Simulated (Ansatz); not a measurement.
# Mo: energy along a strain

Mo, Fm-3m, a = 4.030 Å (as given, not relaxed at this level: -4.7 GPa). This isn't the element's structure at ambient conditions. Ansatz: PBE, PAW, 420 eV, Γ-centred 20×20×20 mesh on 1 atom, Gaussian smearing 0.15 eV; no spin polarisation. Cell vectors (Å): 0.000 2.015 2.015; 2.015 0.000 2.015; 2.015 2.015 0.000. The cell is strained by x per cent times the pattern (0 0 1 0 0 0) in the order xx yy zz yz xz xy (engineering shears), with fractional coordinates held. y is the free energy over the start, V0 = 16.363 Å³/atom.

```
x (%) y (meV/atom)
-4.00             ?
-3.00        -10.29
-2.00         -7.79
-1.00         -4.33
 0.00          0.00
 1.00          5.17
 2.00         11.23
 3.00         18.27
 3.50         22.20
 4.00         26.40
```

Problem. Fit y = c1 x + c2 x² + c3 x³ to the other rows, get the stiffness along the pattern, and predict the missing energy.

Solution. Least squares on the rows shown. y = 4.7179 x + 0.44322 x² + 0.0062590 x³. The clamped-ion stiffness p·C·p = 2 × 4.432 eV × 160.2 / 16.363 Å³ = 87 GPa, which is C33 in these axes (C11 of the cubic crystal) (second derivative at the start, which stands under stress). With a term in x⁴ added, the coefficient of x² becomes 0.4227, 5 % less, which shows how far this figure hangs on the form. At x = -4.00 the fit asked for gives -12.18 meV/atom. The run gave -11.75 meV/atom, so the fit is 0.43 meV/atom too low, 1.1 % of the span of the series, against an rms of 0.04 meV/atom on the fitted rows. The row lies outside the fitted range. With a term in x⁴ added, a fit to the same known rows predicts -11.72 meV/atom, so most of the miss is curvature that the known rows already hold.